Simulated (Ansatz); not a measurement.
A single-point calculation of wurtzite ZnO with the plane-wave code Ansatz, at the level PBE. The cell was relaxed with r2SCAN and then strained (isotropic -4.0 % on every length), with the atoms relaxed again with r2SCAN; k points keep the names of the unstrained zone.

```yaml
crystal:
  lattice:
    - [3.1059272322, 0.0, 0.0]
    - [-1.5529636161, 2.6898118854, 0.0]
    - [0.0, 0.0, 5.0025137583]
  atoms:
    - { symbol: Zn, position: [0.3333333333, 0.6666666667, -0.0022842239] }
    - { symbol: Zn, position: [0.6666666667, 0.3333333333, 0.4977157761] }
    - { symbol: O, position: [0.3333333333, 0.6666666667, 0.3772842239] }
    - { symbol: O, position: [0.6666666667, 0.3333333333, 0.8772842239] }
kpoints:
  mp_grid: { grid: [12, 12, 6] }
  band_path:
    path:
      - [0.0, 0.0, 0.0]
      - [0.5, 0.0, 0.0]
      - [0.3333333333, 0.3333333333, 0.0]
      - [0.0, 0.0, 0.5]
      - [0.5, 0.0, 0.5]
      - [0.3333333333, 0.3333333333, 0.5]
    npoints: 1
hamiltonian:
  xc: pbe
scf:
  occupations: { method: fermi_dirac, width: 0.02 }
  n_extra_bands: 5
output:
  forces: true
  stress: true
  eigenvalues: true
```

In the abridged output below, numbers in square brackets stand for lines, or ends of lines, that were taken out.
```
scf.n_extra_bands = 5 over 18 filled bands (N_el = 36.0): the run solves 23 bands
Functional definition: PBE
Crystal: 4 atoms, lattice volume = 41.793 Å³
Basis set: ecut = 420 eV, 809 PW (Γ)
Symmetry: 12 space group operations
Space group: P63mc (ITA 186)
k-points: 76 of 864 (time reversal used)
SCF converged after 6 iterations
Free energy (F): -7773.072733 eV
[1]
--- Per-component energies (eV) ---
  E_band       = 123.678720
  E_kinetic    = 619.929076
  E_local      = -3803.591306
  E_nonlocal   = 1336.381103
  E_hartree    = 1571.109257
  E_xc         = -423.032993
  E_vxc        = -294.055867
  E_paw        = -3979.845429
  E_vpaw       = -877.209244
  E_ewald      = -3094.026617
--- Forces (eV/Å), atoms counted from 1 ---
  atom   1  Zn      0.00000      0.00000      0.00211
  atom   2  Zn      0.00000      0.00000      0.00211
  atom   3  O       0.00000      0.00000    -0.00210
  atom   4  O       0.00000      0.00000    -0.00210
--- Stress (GPa, compression-positive) ---
       30.725621       0.000000       0.000000
        0.000000      30.725621       0.000000
        0.000000       0.000000      30.759136
  P = ⅓ Tr σ = 30.7368 GPa (307.368 kbar)
--- Band table (eV; the first three rows and the last of 76) ---
[2]
```

The rows of the band table are 0: (0, 0, 0) = Γ, 1: (0, 0, 1/6), 2: (0, 0, 1/3), 75: (1/3, 1/3, -1/2) = H.

Question: Fill in the blanks. They hold the Fermi energy and the band table.

Answer:
```
[1]
Fermi energy:    9.844594 eV
[2]
  k-point 0: bands = […, 5.1128, 8.3952, 8.3952, 9.2065, 9.3476, 9.3476, 10.3233, 15.0614, 17.9752, 22.9242, …]
  k-point 1: bands = […, 5.4138, 8.4597, 8.4597, 8.6781, 9.2846, 9.2846, 10.9541, 14.7885, 18.2078, 22.9193, …]
  k-point 2: bands = […, 6.1325, 7.8625, 8.6351, 8.6351, 9.1118, 9.1118, 12.0079, 14.0771, 18.8641, 21.4089, …]
  k-point 75: bands = […, 5.3354, 5.3354, 6.2463, 6.2463, 7.8302, 7.8302, 17.5398, 17.5398, 17.9103, 17.9103, …]
```
The trailing digits, and the zero of the energies, depend on the potentials and thresholds.

Command: `ansatz run input.yaml --threads 2 --pin off --max-ram 20275MiB --backend cpu --events-out ev --progress --plain --runs-dir out`. Wall time 2.7 s on 2 threads of AMD EPYC 7R13 Processor (Zen 3) (shared host), load about 1.8 per core; peak host memory 0.4 GiB.

No spin polarisation and no zero-point or thermal motion.
